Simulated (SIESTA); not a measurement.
CuO:

```
Cu O
1.0
     4.16094    0.00000    0.00000
     0.00000    4.16094    0.00000
     0.00000    0.00000    3.88764
Cu O
3 3
Direct
  0.97755 0.98817 0.96033
  0.03967 0.52611 0.51817
  0.48116 0.99342 0.50592
  0.01104 0.50282 0.97548
  0.46136 0.98875 0.98674
  0.02922 0.00073 0.55336
```

The cell comes from a database or a generator and needn't be the stable form of this composition.

Base run:

| Item | Value |
| --- | --- |
| Program | SIESTA 5.4.2 |
| Functional | vdW-DF-cx |
| Potentials or basis | PseudoDojo 0.4 standard (PBE files) |
| Basis | DZP (energy shift 0.003 Ry; two zetas on semicore shells) |
| Grid cutoff | 800 Ry |
| Energy shift | 0.003 Ry |
| k mesh | 7 × 7 × 7 |
| Occupations | fermi-dirac, width 0.05 eV |
| Spin | no spin polarisation |

Its results: band gap on the k mesh none (metal or under the smearing width); pressure 13.7 GPa; largest force 10.503 eV/Å.

The run is repeated on the same cell with these changes: functional from vdW-DF-cx to PBE. What comes out?

Band gap on the k mesh none (metal or under the smearing width); pressure 18.9 GPa; largest force 10.676 eV/Å.

Caveats: short orbitals over semicore shells can move pressures by several GPa; the basis of atomic orbitals isn't converged, which shifts pressures, moduli and gaps; an odd number of electrons without spin polarisation forces a metal; a magnetic or distorted state may lie lower; the run has no spin polarisation, though such a crystal can be magnetic; semilocal functionals often make such compounds metallic where correlation or magnetic order opens a gap, which also shifts bond lengths; the potentials were made for another functional, which shifts forces and pressure (some runs).
